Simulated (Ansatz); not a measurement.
Wires are cut from relaxed bulk GaAs (F-43m, 23.71 Å³/atom, gap on the mesh 0.16 eV); atoms and period are relaxed, and energies count from that bulk. Caps count from half an H2 molecule.

These are results of DFT PBE, scalar-relativistic, plane waves, PAW in Ansatz, not measurements.

Cutoff 420 eV, Gaussian smearing of 0.05 eV, energies at zero smearing, symmetry of each start kept, no spin polarisation.

| start | atoms | k mesh | excess energy (eV per host atom) | line energy (eV/Å) | period (Å) | gap on the mesh (eV) | highest filled level or Fermi level under vacuum (eV) |
| --- | --- | --- | --- | --- | --- | --- | --- |
| [111] wire, 8 host atoms a period with H caps | 22 | 1×1×6 | 0.546 | 0.439 | 9.954 | 3.95 | 6.16 |
| [111] wire, 14 host atoms a period with H caps | 32 | 1×1×6 | 0.437 | 0.614 | 9.968 | 3.27 | 5.87 |
| [111] wire, 16 host atoms a period with H caps | 38 | 1×1×6 | 0.438 | 0.707 | 9.912 | 3.29 | 5.77 |

Each run keeps its start's symmetry and one magnetic start, so lower states can exist.

Cost: 3 runs of about 2.9 core-hours in all, on Arm Neoverse N1 (shared hosts).